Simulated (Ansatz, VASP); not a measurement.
ScAl in VASP and in Ansatz

File POSCAR:

```
ScAl
1.0
    3.3703490000      0.0000000000      0.0000000000
    0.0000000000      3.3703490000      0.0000000000
    0.0000000000      0.0000000000      3.3703490000
Sc Al
1 1
Direct
    0.5000000000      0.5000000000      0.5000000000
    0.0000000000      0.0000000000      0.0000000000
```

The input INCAR.step1:

```
SYSTEM = ScAl
PREC = Accurate
ENCUT = 520
ISMEAR = 1
SIGMA = 0.1
LREAL = .FALSE.
LASPH = .TRUE.
NELM = 60
NBANDS = 14
GGA = PE
ALGO = Normal
EDIFF = 1E-4
LWAVE = .TRUE.
LCHARG = .FALSE.
```

The input INCAR.step2:

```
SYSTEM = ScAl
PREC = Accurate
ENCUT = 520
EDIFF = 1E-6
ISMEAR = 1
SIGMA = 0.1
LREAL = .FALSE.
LASPH = .TRUE.
NELM = 60
ALGO = Normal
ISIF = 2
LWAVE = .FALSE.
LCHARG = .FALSE.
METAGGA = R2SCAN
LMIXTAU = .TRUE.
NBANDS = 14
ISTART = 1
```

Contents of KPOINTS:

```
regular mesh
0
G
  10 10 10
  0 0 0
```

Input for Ansatz:

```yaml
crystal:
  lattice:
    - [3.370349, 0.0, 0.0]
    - [0.0, 3.370349, 0.0]
    - [0.0, 0.0, 3.370349]
  atoms:
    - { symbol: Sc, position: [0.49999999999999994, 0.49999999999999994, 0.49999999999999994] }
    - { symbol: Al, position: [0.0, 0.0, 0.0] }
kpoints:
  mp_grid:
    grid: [10, 10, 10]
hamiltonian:
  xc: r2scan
scf:
  occupations:
    method: cold
    width: 0.1
output:
  forces: true
  stress: true
```

The cell comes from a database or a generator and needn't be the stable form of this composition.

Alike in both runs: task single point; functional r2SCAN; k mesh 10 × 10 × 10; no spin polarisation.

```csv
,VASP,Ansatz
version,VASP 6.6.1,Ansatz 0.2.0
potentials or method,"VASP PAW PBE potentials, release 64 (Sc_sv, Al)","plane waves, PAW"
plane-wave cutoff (eV),520,500
occupations,"methfessel-paxton of order 1, width 0.1 eV","cold, width 0.1 eV"
valence electrons in the cell,14,14
```

```csv
,VASP,Ansatz,Ansatz less VASP
pressure (GPa),0.2,0.0,-0.20
```

Caveats: the PAW data sets were made with another functional, which shifts forces and pressure a little (VASP).
